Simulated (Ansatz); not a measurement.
# WS2 (R3m), an elastic constant from a strain scan

Method: Ansatz, DFT PBEsol, scalar-relativistic, plane waves, PAW. Settings: plane waves to 420 eV, k-mesh 12×12×12 (Γ-centred), Gaussian smearing 0.05 eV. Spin–orbit coupling is left out, which can shift energies with elements as heavy as these. No spin polarisation. Energies are free energies at this smearing, counted from the undisturbed cell; pressure is positive in compression.

The undisturbed cell (as given, not relaxed at this level; it stands at -0.6 GPa; this form isn't the usual structure):

```
CELL_PARAMETERS angstrom
1.57900 0.91164 6.16333
-1.57900 0.91164 6.16333
0.00000 -1.82327 6.16333
ATOMIC_POSITIONS crystal
W 0.00000 0.00000 0.00000
S 0.75030 0.75030 0.75030
S 0.58100 0.58100 0.58100
```

The cell holds layers and no dispersion correction was added, so their binding is poorly described.

The cell is strained by ε times the Voigt pattern (0, 0, 0, 0, 0, 1) (xx, yy, zz, yz, xz, xy; engineering shear) with fractional coordinates fixed. The cell holds 3 atoms in V0 = 53.23 Å³. The stress column is τ = (1/V0) dE/dε, got from the stress tensor σ (compression positive) at each point as −det(1 + εP) σ : P(1 + εP)⁻¹, with P the pattern as a tensor.

```csv
ε,ΔE (meV/atom),τ (GPa)
-0.0175,1.747,-1.802
-0.0150,1.283,-1.544
-0.0125,0.891,-1.287
-0.0100,0.571,-1.030
-0.0075,0.321,-0.772
-0.0050,0.143,-0.515
-0.0025,0.036,-0.257
0.0000,0.000,0.000
0.0025,0.036,0.257
0.0050,0.143,0.515
0.0075,0.321,0.772
0.0100,0.571,1.030
0.0125,0.891,1.287
0.0150,1.283,1.544
0.0175,1.747,1.802
0.0200,?,?
```

Problem. Which combination of elastic constants does this scan measure, and how large is it?

Solution. For small ε, τ = τ0 + Kε with K = pᵀCp, which for this pattern is C66 in the Cartesian frame shown. The parabola through τ at ε = -0.0025, 0 and 0.0025 has slope K = 103 GPa at zero. The energies per cell, E = NΔE, of the wider pair ε = ±0.0175 give K = 2[E(ε₊)/ε₊ − E(ε₋)/ε₋]/[(ε₊ − ε₋)V0] = 103 GPa, in agreement. These are clamped-ion values.

Problem. Predict the withheld row at ε = 0.0200 from the harmonic law, and compare.

Solution. ΔE = V0(τ0 ε + Kε²/2)/N = 2.280 meV/atom and τ = 2.06 GPa. The calculation gives 2.281 meV/atom and 2.06 GPa, a miss of 0.01 meV/atom at most, so the harmonic law still holds here.

Forces appear on the atoms along this scan, and letting them relax would lower the energy and soften the response.